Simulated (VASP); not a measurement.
# Te (R-3m) in VASP: further runs, part 2 of 2

VASP 6.6.1. Earlier steps stand in the parts before.

## Step 5: Single point, PBE (volume scaled by 1.06)

INCAR reads:

```
SYSTEM = Te
PREC     = Accurate       ! precision mode
ENCUT    = 520            ! plane-wave cutoff, eV
EDIFF    = 1E-6           ! SCF threshold, eV
ISMEAR   = -1             ! smearing method
SIGMA    = 0.05           ! smearing width, eV
LREAL    = .False.        ! projectors in reciprocal space
LASPH    = .True.         ! aspherical terms in the spheres
NELM     = 100            ! most SCF steps
ALGO     = Normal         ! electronic algorithm
ISIF     = 2              ! what is computed and relaxed
LWAVE    = .False.        ! write WAVECAR
LCHARG   = .False.        ! write CHGCAR
GGA      = PE             ! functional
NBANDS   = 9              ! bands
```

KPOINTS reads:

```
Automatic mesh
0
Gamma
  9 9 9
  0 0 0
```

POSCAR reads:

```
Te
1.0
    2.3511296351      1.3574253277      1.7241180786
   -2.3511296351      1.3574253277      1.7241180786
    0.0000000000     -2.7148506555      1.7241180786
Te
1
Direct
    0.5000000000      0.5000000000      0.5000000000
```

Potentials or basis: VASP PAW PBE potentials, release 64 (Te).

Launch:

```console
cat potpaw_PBE.64/Te/POTCAR > POTCAR
mpirun -np 1 vasp_std > vasp.out
```

OUTCAR:

```text
SYSTEM = Te
   PREC = Accurate
   ENCUT = 520
   EDIFF = 1E-6
   ISMEAR = -1
   LREAL = .False.
   LASPH = .True.
   NELM = 100
   ISIF = 2
   GGA = PE

 ion  position               nearest neighbor table
   1  0.500  0.500  0.500-

  LATTYP: Found a trigonal (rhomboedric) cell.
 ALAT       =     3.2160530515
 COS(alpha) =    -0.0688991668

  Lattice vectors:

 A1 = (   2.3511296351,   1.3574253277,   1.7241180786)
 A2 = (  -2.3511296351,   1.3574253277,   1.7241180786)
 A3 = (   0.0000000000,  -2.7148506555,   1.7241180786)

Analysis of symmetry for initial positions (statically):
=====================================================================
 Subroutine PRICEL returns:
 Original cell was already a primitive cell.

 Routine SETGRP: Setting up the symmetry group for a
 trigonal (rhombohedral) supercell.

 Subroutine GETGRP returns: Found 12 space group operations
 (whereof 12 operations were pure point group operations)
 out of a pool of 12 trial point group operations.

The static configuration has the point symmetry D_3d.

Analysis of symmetry for dynamics (positions and initial velocities):
=====================================================================
 Subroutine PRICEL returns:
 Original cell was already a primitive cell.

 Routine SETGRP: Setting up the symmetry group for a
 trigonal (rhombohedral) supercell.

 Subroutine GETGRP returns: Found 12 space group operations
 (whereof 12 operations were pure point group operations)
 out of a pool of 12 trial point group operations.

The dynamic configuration has the point symmetry D_3d.

 Subroutine INISYM returns: Found 12 space group operations
 (whereof 12 operations are pure point group operations),
 and found     1 'primitive' translations

----------------------------------------------------------------------------------------

                                     Primitive cell

  volume of cell :      33.0150

[... 109 lines left out ...]
  Thomas-Fermi vector in A             =   2.053358
   LORBIT       =      0    0 simple, 1 ext, 2 COOP (PROOUT), +10 PAW based schemes
   GGA     = PE    functional components
   LHFCALC =     F    Hartree Fock is set to
   AEXX    =    0.0000 exact exchange contribution
   IVDW    =     0    specifies the selected vdW correction
   LEPSILON=     F    determine dielectric tensor
   LRPA    =     F    only Hartree local field effects (RPA)
 non-spin polarized calculation
  energy-cutoff  :      520.00
  volume of cell :       33.01
 maximum number of plane-waves:       912
   NGX = 11   NGY = 11   NGZ = 11

 number of electron       6.0000001 magnetization

 Free energy of the ion-electron system (eV)
  ---------------------------------------------------
  ext. energy  EPLUGINS =         0.00000000
  ---------------------------------------------------
  free energy    TOTEN  =        -3.09912692 eV

  energy without entropy =       -3.09373879  energy(sigma->0) =       -3.09643285

 E-fermi :   6.3144     XC(G=0):  -9.2486

 val. band max:        6.2875011873   @ k =  -0.3333  -0.3333   0.2222
 cond. band min:       6.3211817730   @ k =   0.2222   0.1111   0.1111
 fundamental gap:      0.0336805857
 Fermi energy:         6.3144265244

 k-point     1 :       0.0000    0.0000    0.0000
  band No.  band energies     occupation
      1      -7.2025      2.00000
      2       7.2184      0.00000
      3       7.6739      0.00000
      4       7.6739      0.00000
      5      12.4438      0.00000
      6      12.4438      0.00000
      7      12.7939      0.00000
      8      22.7992      0.00000
      9      22.8142      0.00000
[... 265 lines left out ...]
 k-point    24 :       0.4444    0.4444    0.0000
  band No.  band energies     occupation
      1      -3.9656      2.00000
      2       1.7751      2.00000
      3       2.3882      2.00000
      4       8.9842      0.00000
      5       9.8294      0.00000
      6      16.3165      0.00000
      7      18.3186      0.00000
      8      18.7483      0.00000
      9      19.0913      0.00000

 [... further k-points ...]

------------------------ aborting loop because EDIFF is reached ----------------------------------------

  FORCE on cell =-STRESS in cart. coord.  units (eV):
  Direction    XX          YY          ZZ          XY          YZ          ZX
  --------------------------------------------------------------------------------------
  -------------------------------------------------------------------------------------
  Total       -0.1741173     -0.1741173     -0.0083225      0.0000000      0.0000000     -0.0000000
  in kB       -8.4497069     -8.4497069     -0.4038832      0.0000000      0.0000000     -0.0000000
  external PRESSURE =      -5.7677657 kB  Pullay stress =       0.0000000 kB

 VOLUME and BASIS-vectors are now :
 -----------------------------------------------------------------------------
  energy-cutoff  :      520.00
  volume of cell :       33.01
      direct lattice vectors                 reciprocal lattice vectors
     2.351129635  1.357425328  1.724118079     0.212663731  0.122781462  0.193335559
    -2.351129635  1.357425328  1.724118079    -0.212663731  0.122781462  0.193335559
     0.000000000 -2.714850655  1.724118079     0.000000000 -0.245562925  0.193335559

 POSITION                                       TOTAL-FORCE (eV/Angst)
 -----------------------------------------------------------------------------------
      0.00000     -0.00000      2.58618         0.000000      0.000000     -0.000000
 -----------------------------------------------------------------------------------
    total drift:                                0.000000      0.000000     -0.000000

  FREE ENERGIE OF THE ION-ELECTRON SYSTEM (eV)
  ---------------------------------------------------
  free  energy   TOTEN  =        -3.0991269174 eV

  energy  without entropy=       -3.0937387916  energy(sigma->0) =       -3.09643285
```

stdout:

```text
POSCAR found type information on POSCAR Te
 POSCAR found :  1 types and       1 ions
 scaLAPACK will be used
 LDA part: xc-table for (Slater+PW92), standard interpolation
 POSCAR, INCAR and KPOINTS ok, starting setup
 FFT: planning ... GRIDC
 FFT: planning ... GRID_SOFT
 FFT: planning ... GRID
 WAVECAR not read
 entering main loop
```

Run time: 4.9 s. Hardware: 1 thread of Intel Xeon 6975P-C (Granite Rapids), shared host; peak memory 0.15 GiB.

Results:

| Quantity | Value |
| --- | --- |
| Free energy | -3.0991 eV |
| Pressure | -0.6 GPa |
| Band gap on the k mesh | none (metal or under the smearing width) |

Spin-orbit coupling is left out, which matters for the levels of Te.

## Step 6: The runs side by side

| cell | gap on the mesh (eV) | pressure (GPa) |
| --- | --- | --- |
| volume scaled by 0.94 | none | 6.9 |
| as given | none | 2.6 |
| volume scaled by 0.98 | none | 3.9 |
| volume scaled by 1.06 | none | -0.6 |

Alike in all rows: task single point; level PBE; potentials or basis VASP PAW PBE potentials, release 64 (Te); no spin polarisation; k mesh 9 × 9 × 9; cutoff (eV) 520; smearing fermi-dirac 0.05 eV.

Total energies depend on the potentials used, so only differences within one code and one set of settings carry meaning.
